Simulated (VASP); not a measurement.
## BN in VASP 6.6.1, single-point calculation

INCAR

```
AMIX = 0.2
ISYM = 3
NBANDS = 11
SIGMA = 0.02
METAGGA = RTPSS
LASPH = .TRUE.
ISIF = 2
EDIFF = 1E-7
BMIX = 0.0001
ISMEAR = -1
LCHARG = .FALSE.
NSW = 0
ENCUT = 520
IBRION = -1
LREAL = .FALSE.
NELM = 70
PREC = Accurate
LWAVE = .FALSE.
```

KPOINTS

```
KPOINTS created by Atomic Simulation Environment
0
Gamma
12 12 12
0 0 0
```

POSCAR

```
B  N
 1.0000000000000000
     1.2847525481896127    0.7417522295226640    3.3434476225036973
    -1.2847525481896127    0.7417522295226640    3.3434476225036973
     0.0000000000000000   -1.4835044590953275    3.3434476224926049
 B   N
   1   1
Cartesian
 -0.0000000000000000 -0.0000000000499839 10.0272142260225579
 -0.0000000000000000 -0.0000000000166371  3.3375456119490696
```

The recommended PBE PAW datasets give the neutral cell 8 valence electrons.

Command

```
mpirun -np 1 vasp_std
```

OSZICAR

```
N       E                     dE             d eps       ncg     rms          rms(c)
DAV:   1     0.311346411176E+02    0.31135E+02   -0.46055E+03  4355   0.732E+02
DAV:   2    -0.154639508246E+02   -0.46599E+02   -0.43017E+02  6082   0.208E+02
DAV:   3    -0.174099184093E+02   -0.19460E+01   -0.19369E+01  5847   0.378E+01
DAV:   4    -0.174239571823E+02   -0.14039E-01   -0.14033E-01  5864   0.382E+00
DAV:   5    -0.174240377017E+02   -0.80519E-04   -0.80517E-04  5760   0.220E-01
```

Standard output (part)

```
POSCAR found type information on POSCAR B N
 POSCAR found :  2 types and       2 ions
 LDA part: xc-table for (None), standard interpolation
 POSCAR, INCAR and KPOINTS ok, starting setup
 WAVECAR not read
 entering main loop
|                     _     ____    _    _    _____     _                     |
|                    | |   | |_) | | |  | | | |  __    | |                    |
|                    |_|   |  _ <  | |  | | | | |_ |   |_|                    |
|                     _    | |_) | | |__| | | |__| |    _                     |
|     internal error in CHECK_FULL_KPOINTS: KPOINTS_FULL not properly         |
|     initialised                                                             |
|     If you are not a developer, you should not encounter this problem.      |
|     Please submit a bug report.                                             |
```

VASP stopped with an error.

The run took about 75 s on one core of a shared host (Intel Xeon Platinum 8488C) and held 0.16 GiB at most.
